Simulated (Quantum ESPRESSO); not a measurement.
# Bi (P2/m) in Quantum ESPRESSO: notebook, part 2 of 2

Quantum ESPRESSO 7.5. Earlier steps stand in the parts before.

## 4. Single point, r2SCAN, 32.27 Å³/atom

pw.in reads:

```
&CONTROL
  calculation = 'scf'
  prefix = 'pwscf'
  outdir = './tmp'
  pseudo_dir = './pseudo'
  tstress = .true.
  disk_io = 'nowf'
/
&SYSTEM
  ibrav = 0
  nat = 2
  ntyp = 1
  ecutwfc = 66
  nbnd = 22
  input_dft = 'r2scan'
  occupations = 'smearing'
  smearing = 'fd'
  degauss = 0.00367493
  nosym = .true.
  nr1 = 36
  nr2 = 36
  nr3 = 72
/
&ELECTRONS
  conv_thr = 1d-08
  electron_maxstep = 120
  mixing_beta = 0.5
/
ATOMIC_SPECIES
Bi   208.9804 Bi_ONCV_PBE-1.2.upf
CELL_PARAMETERS angstrom
   3.1946090396    0.0000000000    0.0000000000
   0.0000000000    3.1781022620    0.0000000000
  -0.0793675179    0.0000000000    6.3567985340
ATOMIC_POSITIONS crystal
Bi     0.5442472500    0.0000000000    0.7495778900
Bi     0.4557527500    0.0000000000    0.2504221100
K_POINTS automatic
4 4 2 0 0 0
```

Launch:

```console
$ OMP_NUM_THREADS=1 mpirun -n 2 pw.x -nk 2 -in pw.in > pw.out
```

Run time: 55 s. Hardware: 2 MPI ranks of Arm Neoverse V1, shared host; peak memory 0.22 GiB.

It converged, with:

* Free energy: -3678.7889 eV
* Pressure: 3.5 GPa
* Band gap on the k mesh: none (metal or under the smearing width)

Caveat: the k mesh is coarse (spacing up to 0.49 Å⁻¹), so the values aren't converged; the potentials were made for another functional, which shifts forces and pressure; spin-orbit coupling is left out, which moves the levels of the heavy elements.

## 5. Single point, r2SCAN, 32.94 Å³/atom

pw.in, as its differences from that of step 4:

```diff
@@ -31,5 +31,5 @@
 CELL_PARAMETERS angstrom
-   3.1946090396    0.0000000000    0.0000000000
-   0.0000000000    3.1781022620    0.0000000000
-  -0.0793675179    0.0000000000    6.3567985340
+   3.2166415224    0.0000000000    0.0000000000
+   0.0000000000    3.2000209013    0.0000000000
+  -0.0799148974    0.0000000000    6.4006399093
 ATOMIC_POSITIONS crystal
```

Launch:

```console
$ OMP_NUM_THREADS=1 mpirun -n 2 pw.x -nk 2 -in pw.in > pw.out
```

Run time: 54 s. Hardware: 2 MPI ranks of Arm Neoverse V1, shared host; peak memory 0.22 GiB.

Results (log left out):

* Free energy: -3678.8132 eV
* Pressure: 2.3 GPa
* Band gap on the k mesh: none (metal or under the smearing width)

Caveat: the k mesh is coarse (spacing up to 0.49 Å⁻¹), so the values aren't converged; the potentials were made for another functional, which shifts forces and pressure; spin-orbit coupling is left out, which moves the levels of the heavy elements.

## 6. Single point, r2SCAN, 33.61 Å³/atom

pw.in, as its differences from that of step 5:

```diff
@@ -31,5 +31,5 @@
 CELL_PARAMETERS angstrom
-   3.2166415224    0.0000000000    0.0000000000
-   0.0000000000    3.2000209013    0.0000000000
-  -0.0799148974    0.0000000000    6.4006399093
+   3.2383762460    0.0000000000    0.0000000000
+   0.0000000000    3.2216433200    0.0000000000
+  -0.0804548793    0.0000000000    6.4438887882
 ATOMIC_POSITIONS crystal
```

Potentials or basis: SG15 PBE 1.2.

Launch:

```console
$ OMP_NUM_THREADS=1 mpirun -n 2 pw.x -nk 2 -in pw.in > pw.out
```

Run time: 55 s. Hardware: 2 MPI ranks of Arm Neoverse V1, shared host; peak memory 0.22 GiB.

It converged, with:

| Quantity | Value |
| --- | --- |
| Free energy | -3678.8280 eV |
| Pressure | 1.2 GPa |
| Band gap on the k mesh | none (metal or under the smearing width) |

Caveat: the k mesh is coarse (spacing up to 0.49 Å⁻¹), so the values aren't converged; the potentials were made for another functional, which shifts forces and pressure; spin-orbit coupling is left out, which moves the levels of the heavy elements.

## 7. Single point, r2SCAN, 34.29 Å³/atom

pw.in, as its differences from that of step 6:

```diff
@@ -31,5 +31,5 @@
 CELL_PARAMETERS angstrom
-   3.2383762460    0.0000000000    0.0000000000
-   0.0000000000    3.2216433200    0.0000000000
-  -0.0804548793    0.0000000000    6.4438887882
+   3.2598230713    0.0000000000    0.0000000000
+   0.0000000000    3.2429793280    0.0000000000
+  -0.0809877086    0.0000000000    6.4865647921
 ATOMIC_POSITIONS crystal
```

Launch:

```console
$ OMP_NUM_THREADS=1 mpirun -n 2 pw.x -nk 2 -in pw.in > pw.out
```

Wall time 57 s (2 MPI ranks of Arm Neoverse V1, shared host); peak memory 0.22 GiB.

Results (log left out):

```yaml
Free_energy: -3678.8344 eV
Pressure: 0.3 GPa
Band_gap_on_the_k_mesh: none (metal or under the smearing width)
```

Caveat: the k mesh is coarse (spacing up to 0.48 Å⁻¹), so the values aren't converged; the potentials were made for another functional, which shifts forces and pressure; spin-orbit coupling is left out, which moves the levels of the heavy elements.

## 8. Single point, r2SCAN, 34.96 Å³/atom

pw.in, as its differences from that of step 7:

```diff
@@ -31,5 +31,5 @@
 CELL_PARAMETERS angstrom
-   3.2598230713    0.0000000000    0.0000000000
-   0.0000000000    3.2429793280    0.0000000000
-  -0.0809877086    0.0000000000    6.4865647921
+   3.2809913467    0.0000000000    0.0000000000
+   0.0000000000    3.2640382254    0.0000000000
+  -0.0815136175    0.0000000000    6.5286865229
 ATOMIC_POSITIONS crystal
```

Launch:

```console
$ OMP_NUM_THREADS=1 mpirun -n 2 pw.x -nk 2 -in pw.in > pw.out
```

Wall time 54 s (2 MPI ranks of Arm Neoverse V1, shared host); peak memory 0.22 GiB.

Results (log left out):

```yaml
Free_energy: -3678.8332 eV
Pressure: -0.6 GPa
Band_gap_on_the_k_mesh: none (metal or under the smearing width)
```

Caveat: the k mesh is coarse (spacing up to 0.48 Å⁻¹), so the values aren't converged; the potentials were made for another functional, which shifts forces and pressure; spin-orbit coupling is left out, which moves the levels of the heavy elements.

## 9. Single point, r2SCAN, 35.63 Å³/atom

pw.in, as its differences from that of step 8:

```diff
@@ -31,5 +31,5 @@
 CELL_PARAMETERS angstrom
-   3.2809913467    0.0000000000    0.0000000000
-   0.0000000000    3.2640382254    0.0000000000
-  -0.0815136175    0.0000000000    6.5286865229
+   3.3018899442    0.0000000000    0.0000000000
+   0.0000000000    3.2848288383    0.0000000000
+  -0.0820328266    0.0000000000    6.5702716347
 ATOMIC_POSITIONS crystal
```

Potentials or basis: SG15 PBE 1.2.

Launch:

```console
$ OMP_NUM_THREADS=1 mpirun -n 2 pw.x -nk 2 -in pw.in > pw.out
```

Wall time 54 s (2 MPI ranks of Arm Neoverse V1, shared host); peak memory 0.22 GiB.

The run converged. Its results:

```yaml
Free_energy: -3678.8251 eV
Pressure: -1.4 GPa
Band_gap_on_the_k_mesh: none (metal or under the smearing width)
```

Caveat: the k mesh is coarse (spacing up to 0.48 Å⁻¹), so the values aren't converged; the potentials were made for another functional, which shifts forces and pressure; spin-orbit coupling is left out, which moves the levels of the heavy elements.

## 10. Equation of state, r2SCAN

This step only gathers the single runs of the series.

Results:

- Equilibrium volume: 34.50 Å³/atom
- Bulk modulus at fixed shape and positions: 45 GPa
- Pressure derivative of the bulk modulus: 4.4

Energy against volume, from the lowest point:
```
volume (Å³/atom)  energy (meV/atom)
          31.597              40.21
          32.270              22.79
          32.942              10.63
          33.614               3.19
          34.286               0.00
          34.959               0.62
          35.631               4.68
```

Caveat: the k mesh is coarse (spacing up to 0.49 Å⁻¹), so the values aren't converged; the potentials were made for another functional, which shifts forces and pressure; the cell was scaled at fixed shape and fractional positions, which overstates the stiffness of a crystal with free parameters, most of all of layers and chains; spin-orbit coupling is left out, which moves the levels of the heavy elements.

## 11. The reference run

An earlier run on the cell as given: functional PBEsol; potentials or basis PseudoDojo 0.4.1 SR PBEsol standard; cutoff 898 eV; density cutoff 3592 eV; k mesh 8 × 8 × 4; occupations fermi-dirac, width 0.05 eV; no spin polarisation.

* Pressure: -0.5 GPa
* Largest force: 0.012 eV/Å
* Band gap on the k mesh: none (metal or under the smearing width)

## 12. Summary

| task | level | potentials or basis | k mesh | SCF threshold | symmetry | mesh quality | gap on the mesh (eV) | pressure (GPa) | largest force (eV/Å) |
| --- | --- | --- | --- | --- | --- | --- | --- | --- | --- |
| band structure | PBEsol | PseudoDojo 0.4.1 SR PBEsol standard | 8 × 8 × 4 | 4e-10 Ry | - | not flagged | none | -0.5 | 0.01 |
| equation of state | r2SCAN | SG15 PBE 1.2 | 4 × 4 × 2 | 1e-08 Ry | off | coarse | - | - | - |
| single point | PBEsol | PseudoDojo 0.4.1 SR PBEsol standard | 8 × 8 × 4 | 4e-10 Ry | - | not flagged | none | -0.5 | 0.01 |

Alike in all rows: no spin polarisation; cell as given; cutoff (eV) 898; smearing fermi-dirac 0.05 eV.

Caveats: some runs use coarse meshes; spin-orbit coupling is left out, which moves the levels of the heavy elements; the potentials were made for another functional, which shifts forces and pressure (some runs); the cell was scaled at fixed shape and fractional positions, which overstates the stiffness of a crystal with free parameters, most of all of layers and chains (some runs).

Total energies depend on the potentials used, so only differences within one code and one set of settings carry meaning.
